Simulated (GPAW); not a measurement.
Runs of GPAW 26.7.0 on GaN. The structure is hexagonal, space group P6_3mc (No. 186). The conventional cell has a = 3.180 Å, b = 3.180 Å, c = 5.166 Å, α = 90.00°, β = 90.00°, γ = 120.00°. Ga (site symmetry 3m) is surrounded by 4 N at 1.94 to 1.95 Å. Around N (site symmetry 3m) lie 4 Ga at 1.94 to 1.95 Å. 

| task | level | potentials or basis | cell | k mesh | cutoff (eV) | smearing | response ecut | frequency | extrapolate | vertex | qp bands | mesh quality | gap on the mesh (eV) | pressure (GPa) | relaxed volume (Å³/atom) | largest force (eV/Å) |
| --- | --- | --- | --- | --- | --- | --- | --- | --- | --- | --- | --- | --- | --- | --- | --- | --- |
| relaxation of cell and atoms | PBE+D3 | GPAW PAW data sets (gpaw-data 1.2.1), pw | relaxed to 2 GPa | 7 × 7 × 4 | 800 | fermi-dirac 0.05 eV | - | - | - | - | - | not flagged | 1.77 | 2.0 | - | - |
| relaxation of cell and atoms | PBEsol+D3(BJ) | PAW data sets generated in the run's folder for this functional, pw | relaxed | 7 × 7 × 4 | 800 | fermi-dirac 0.05 eV | - | - | - | - | - | not flagged | 1.86 | -0.1 | 11.63 | 0.02 |
| relaxation of cell and atoms | BLYP+D3 | PAW data sets generated in the run's folder for this functional, pw | relaxed | 7 × 7 × 4 | 800 | fermi-dirac 0.05 eV | - | - | - | - | - | not flagged | 1.73 | 0.1 | 12.04 | 0.01 |
| single point | LDA | the program's PAW data sets (release 1.2.1) made for this functional, pw | as given | 8 × 8 × 4 | 600 | fermi-dirac 0.01 eV | - | - | - | - | - | not flagged | 2.08 | -2.7 | - | (c) |
| single point | PBE | GPAW PAW data sets (gpaw-data 1.2.1), pw | as given | 10 × 10 × 5 | 800 | fermi-dirac 0.05 eV | - | - | - | - | - | not flagged | 2.09 | 15.3 | - | 0.18 |
| relaxation of cell and atoms | OLYP+D4 | PAW data sets generated in the run's folder for this functional, pw | relaxed | 7 × 7 × 4 | 800 | fermi-dirac 0.05 eV | - | - | - | - | - | not flagged | (d) | -0.2 | 11.27 | 0.01 |
| single point | PBE | GPAW PAW data sets (gpaw-data 1.2.1), pw | as given | 8 × 8 × 4 | 600 | fermi-dirac 0.01 eV | - | - | - | - | - | not flagged | (b) | (a) | - | 0.18 |

Alike in all rows: no spin polarisation.

**Question.** Fill in the values left out.

**Answer.** (a) 9.7; (b) 2.05; (c) 0.17; (d) 2.29.

Caveats: the data sets keep Ga 3d, Li 1s and Be 1s frozen, and some such compounds lay over 1.5 % in volume off other programs; later steps reuse the first step's grids (some runs); the cutoff is short for stress and forces, so pressures can be off by a GPa or more (some runs); so large a pressure means that the cell lies far from this level's equilibrium, or that cutoff or potentials fall short (some runs).

A k mesh can miss the band edges, and the runs leave out spin-orbit coupling on Ga.
